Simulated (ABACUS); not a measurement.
# C (C2/m) in ABACUS: a series of runs

Runs on C. Level: PBE. Tasks: relaxation of the atoms.

Program: ABACUS 3.10.1. These are calculated values, not measurements. Logs are shortened: lines on timing, memory, paths and dates and some standing lists are left out, and cuts for length are marked.

## 1. The crystal as given

It takes space group C2/m (No. 12, monoclinic). Conventional cell: a = 4.255 Å, b = 2.457 Å, c = 3.765 Å, α = 90.00°, β = 111.49°, γ = 90.00°. C (site symmetry m) has 3 C at 1.42 Å as nearest neighbours.

This is a stacking variant of graphite.

## 2. Relaxation of the atoms, PBE

Input file INPUT:

```
INPUT_PARAMETERS
suffix              C
calculation         relax
basis_type          pw
pseudo_dir          ./
symmetry            1
dft_functional      pbe
ecutwfc             82
pseudo_rcut         7
nspin               1
nbands              8
ks_solver           dav
smearing_method     fd
smearing_sigma      0.00367493
scf_thr             1e-08
scf_nmax            100
mixing_type         broyden
mixing_beta         0.7
cal_force           1
cal_stress          1
relax_nmax          60
force_thr_ev        0.01
relax_method        cg
out_stru            1
kpar                4
```

Input file STRU:

```
ATOMIC_SPECIES
C 12.0110 C.upf

LATTICE_CONSTANT
1.8897261246

LATTICE_VECTORS
2.1273203072 -1.2282824400 0.0000000000
2.1273203072 1.2282824400 0.0000000000
-1.3790696309 0.0000000000 3.5028300786

ATOMIC_POSITIONS
Direct

C
0.0
2
0.1666444700 0.1666444700 0.9999069600 1 1 1
0.8333555300 0.8333555300 0.0000930400 1 1 1
```

Input file KPT:

```
K_POINTS
0
Gamma
9 9 6 0 0 0
```

Potentials or basis: PseudoDojo NC SR 0.4.1 PBE standard, plane waves.

On the command line:

```
> OMP_NUM_THREADS=1 mpirun -np 4 abacus > log
```

running log:

```text
ABACUS v3.10.1

               Atomic-orbital Based Ab-initio Computation at UStc

 ------------------------------------------------------------------------------------

 READING GENERAL INFORMATION
                           global_out_dir = OUT.C/
                           global_in_card = INPUT
                               pseudo_dir = ./
                              orbital_dir =
                                    DSIZE = 4
                                    GSIZE = 1

 READING UNITCELL INFORMATION
                                    ntype = 1
                  lattice constant (Bohr) = 1.88973
              lattice constant (Angstrom) = 1

 READING ATOM TYPE 1
                               atom label = C
                      L=0, number of zeta = 1
                      L=1, number of zeta = 1
                      L=2, number of zeta = 1
             number of atom for this type = 2

                        TOTAL ATOM NUMBER = 2
DIRECT COORDINATES
    atom                   x                   y                   z     mag                  vx                  vy                  vz
taud_C1            0.1666444700        0.1666444700        0.9999069600  0.0000        0.0000000000        0.0000000000        0.0000000000
taud_C2            0.8333555300        0.8333555300        0.0000930400  0.0000        0.0000000000        0.0000000000        0.0000000000

                          Volume (Bohr^3) = 123.531
                             Volume (A^3) = 18.3054

 Lattice vectors: (Cartesian coordinate: in unit of a_0)
             +2.12732            -1.22828                  +0
             +2.12732            +1.22828                  +0
             -1.37907                  +0            +3.50283
 Reciprocal vectors: (Cartesian coordinate: in unit of 2 pi/a_0)
            +0.235037           -0.407072          +0.0925346
            +0.235037           +0.407072          +0.0925346
                   -0                  -0           +0.285483
 The esolver type has been set to : ksdft_pw

                PAO radial cut off (Bohr) = 7

 Read in pseudopotential file is C.upf
                     pseudopotential type = NC
          exchange-correlation functional = PBE
                 nonlocal core correction = 1
                        valence electrons = 4
                                     lmax = 1
                           number of zeta = 2
                     number of projectors = 4
                           L of projector = 0
                           L of projector = 0
                           L of projector = 1
                           L of projector = 1
     initial pseudo atomic orbital number = 8

 SETUP THE ELECTRONS NUMBER
             electron number of element C = 4
       total electron number of element C = 8
            AUTOSET number of electrons:  = 8
                           occupied bands = 4
                                   NBANDS = 8
                                   NLOCAL = 18

 SETUP THE PLANE WAVE BASIS
 energy cutoff for charge/potential (unit:Ry) = 328
            fft grid for charge/potential = [ 27, 27, 45 ]
                        fft grid division = [ 1, 1, 1 ]
        big fft grid for charge/potential = [ 27, 27, 45 ]
                                     nbxx = 32805
                                     nrxx = 32805

 SETUP PLANE WAVES FOR CHARGE/POTENTIAL
                    number of plane waves = 12409
                         number of sticks = 499

 PARALLEL PW FOR CHARGE/POTENTIAL
     PROC   COLUMNS(POT)             PW
        1            499          12409
 --------------- sum -------------------
        1            499          12409
                            number of |g| = 3280
                                  max |g| = 29.664
                                  min |g| = 0

----------- Double Check Mixing Parameters Begin ------------
mixing_type: broyden
mixing_beta: 0.7
mixing_gg0: 1
mixing_gg0_min: 0.1
mixing_ndim: 8
----------- Double Check Mixing Parameters End ------------

 LATTICE VECTORS: (CARTESIAN COORDINATE: IN UNIT OF A0)
             +2.12732            -1.22828                  +0
             +2.12732            +1.22828                  +0
             -1.37907                  +0            +3.50283
                       right hand lattice = 1
                                   NORM_A = 2.45645
                                   NORM_B = 2.45645
                                   NORM_C = 3.76453
                           ALPHA (DEGREE) = 108.497
                           BETA  (DEGREE) = 108.497
                           GAMMA (DEGREE) = 60.003

 The lattice vectors have been changed (STRU_SIMPLE.cif)

(for optimal symmetric configuration:)
                             BRAVAIS TYPE = 13
                     BRAVAIS LATTICE NAME = 13. Monoclinic A (base-center)
                                    ibrav = 13
[... 20 lines left out ...]
                                       C3 = 0
                                       C4 = 0
                                       C6 = 0
                                       S1 = 1
                                       S3 = 0
                                       S4 = 0
                                       S6 = 0
               POINT GROUP IN SPACE GROUP = C_2h

 SETUP K-POINTS
                                    nspin = 1
                   Input type of k points = Monkhorst-Pack(Gamma)
                                   nkstot = 486
                       right hand lattice = 1
(for reciprocal lattice: )
                             BRAVAIS TYPE = 13
                     BRAVAIS LATTICE NAME = 13. Monoclinic A (base-center)
                                    ibrav = 13
                       right hand lattice = 1
(for k-lattice: )
                             BRAVAIS TYPE = 13
                     BRAVAIS LATTICE NAME = 13. Monoclinic A (base-center)
                                    ibrav = 13
                       right hand lattice = 1
                        ROTATION MATRICES = 4
                               nkstot_ibz = 140
K-POINTS REDUCTION ACCORDING TO SYMMETRY
     IBZ    DIRECT_X    DIRECT_Y    DIRECT_Z  WEIGHT  ibz2bz
       1  0.00000000  0.00000000  0.00000000  0.0021       0
       2  0.11111111  0.00000000  0.00000000  0.0082       1
       3  0.22222222  0.00000000  0.00000000  0.0082       2
       4  0.33333333  0.00000000  0.00000000  0.0082       3
       5  0.44444444  0.00000000  0.00000000  0.0082       4
       6  0.11111111  0.11111111  0.00000000  0.0041      10
[... 22 lines left out ...]
      29  0.33333333  0.00000000  0.16666667  0.0082      84
      30  0.44444444  0.00000000  0.16666667  0.0082      85
[... 110 further k points ...]

                               nkstot now = 140
[... K-POINTS DIRECT COORDINATES: 140 rows ...]

           k-point number in this process = 35
       minimum distributed K point number = 35
[... stars of the k points ...]

[... K-POINTS CARTESIAN COORDINATES: 35 rows ...]

[... K-POINTS DIRECT COORDINATES: 35 rows ...]

 SETUP PLANE WAVES FOR WAVE FUNCTIONS
     energy cutoff for wavefunc (unit:Ry) = 82
              fft grid for wave functions = [ 27, 27, 45 ]
                    number of plane waves = 2257
                         number of sticks = 163

 PARALLEL PW FOR WAVE FUNCTIONS
     PROC   COLUMNS(POT)             PW
        1            163           2257
 --------------- sum -------------------
        1            163           2257

 SETUP NONLOCAL PSEUDOPOTENTIALS IN PLANE WAVE BASIS
 C non-local projectors:
 projector 1 L=0
 projector 2 L=0
 projector 3 L=1
 projector 4 L=1
      TOTAL NUMBER OF NONLOCAL PROJECTORS = 16

 Init Non-Local PseudoPotential table :
 Init Non-Local-Pseudopotential done.

                                     npwx = 1569

 Make real space PAO into reciprocal space.
       max mesh points in Pseudopotential = 701
     dq(describe PAO in reciprocal space) = 0.01
                                    max q = 1091

 number of pseudo atomic orbitals for C is 2
WARNING: norm of atomic wavefunction # 1 of atomic type C is 0.999989, renormalized
WARNING: norm of atomic wavefunction # 2 of atomic type C is 0.999518, renormalized

 -------------------------------------------
 STEP OF RELAXATION : 1
 -------------------------------------------
                                 init_chg = atomic

 PW ALGORITHM --------------- ION=   1  ELEC=   1--------------------------------

 Density error is 0.197088541833
                          Error Threshold = 0.01
----------------------------------------------------------
     Energy           Rydberg                 eV
----------------------------------------------------------
 E_KohnSham     -24.0739888312       -327.5434216931
 E_Harris       -22.6349553937       -307.9643673307
 E_Fermi        0.3707995049         5.0449860821
----------------------------------------------------------
[... 93 lines left out ...]
 Largest gradient in force is 0.018654 eV/A.
 Threshold is 0.010000 eV/A.

 Relaxation is not converged yet!
DIRECT COORDINATES
    atom                   x                   y                   z     mag                  vx                  vy                  vz
taud_C1            0.1665226767        0.1665226767        0.9996406883  0.0000        0.0000000000        0.0000000000        0.0000000000
taud_C2            0.8334773233        0.8334773233        0.0003593117  0.0000        0.0000000000        0.0000000000        0.0000000000

 -------------------------------------------
 STEP OF RELAXATION : 2
 -------------------------------------------
 NEW-OLD atomic charge density approx. for the potential !

 PW ALGORITHM --------------- ION=   2  ELEC=   1--------------------------------
 Notice: Threshold on eigenvalues was too large.
 hsover_error=0.080000 > DRHO=0.000000
 Origin diag ethr = 0.010000
 New diag ethr = 0.000000

 Density error is 0.000000232011
                          Error Threshold = 0.000000001131
----------------------------------------------------------
     Energy           Rydberg                 eV
----------------------------------------------------------
 E_KohnSham     -24.0940045162       -327.8157490585
 E_Harris       -24.0940906274       -327.8169206606
 E_Fermi        0.4870859202         6.6271439298
----------------------------------------------------------
[... 45 lines left out ...]
 Largest gradient in force is 0.013142 eV/A.
 Threshold is 0.010000 eV/A.

 Relaxation is not converged yet!
DIRECT COORDINATES
    atom                   x                   y                   z     mag                  vx                  vy                  vz
taud_C1            0.1665749457        0.1665749457        0.9997549619  0.0000        0.0000000000        0.0000000000        0.0000000000
taud_C2            0.8334250543        0.8334250543        0.0002450381  0.0000        0.0000000000        0.0000000000        0.0000000000

 -------------------------------------------
 STEP OF RELAXATION : 3
 -------------------------------------------
 first order charge density extrapolation !

 PW ALGORITHM --------------- ION=   3  ELEC=   1--------------------------------
 Notice: Threshold on eigenvalues was too large.
 hsover_error=0.080000 > DRHO=0.000000
 Origin diag ethr = 0.010000
 New diag ethr = 0.000000

 Density error is 0.000000535328
                          Error Threshold = 0.000000003876
----------------------------------------------------------
     Energy           Rydberg                 eV
----------------------------------------------------------
 E_KohnSham     -24.0940049226       -327.8157545872
 E_Harris       -24.0939009937       -327.8143405620
 E_Fermi        0.4870553588         6.6267281212
----------------------------------------------------------
[... 117 lines left out ...]
 Largest gradient in force is 0.006245 eV/A.
 Threshold is 0.010000 eV/A.

 Relaxation is converged!

 --------------------------------------------
 !FINAL_ETOT_IS -327.8157552313784322 eV
 --------------------------------------------
```

Wall time 18 s (4 MPI ranks of Intel Xeon Platinum 8375C at 2.90GHz (Ice Lake), shared host); peak memory 0.24 GiB.

What came out:

- Free energy: -327.8158 eV
- Energy gained by relaxing: 0.0 meV/atom
- Ionic steps: 3
- Pressure after relaxing: 3.6 GPa
- Largest force after relaxing: 0.006 eV/Å
- Band gap on the k mesh: 0.47 eV, indirect (least direct gap 0.49 eV)

Forces on the atoms (eV/Å):
```
C    0.006  0.000 -0.001
C   -0.006  0.000  0.001
```

Stress tensor (GPa, compression positive):
```
 4.74  0.00 -0.04
 0.00  4.64  0.00
-0.04  0.00  1.49
```

Final structure:
```
CELL_PARAMETERS angstrom
2.12732 -1.22828 0.00000
2.12732 1.22828 0.00000
-1.37907 0.00000 3.50283
ATOMIC_POSITIONS crystal
C 0.16658 0.16658 0.99975
C 0.83342 0.83342 0.00024
```

Caveat: an odd mesh through Γ misses points on the zone boundary, where band edges often lie; this functional lacks dispersion, which binds the layers, so the pressure and a relaxed spacing across them are unreliable.

[end of part 1 of 2]
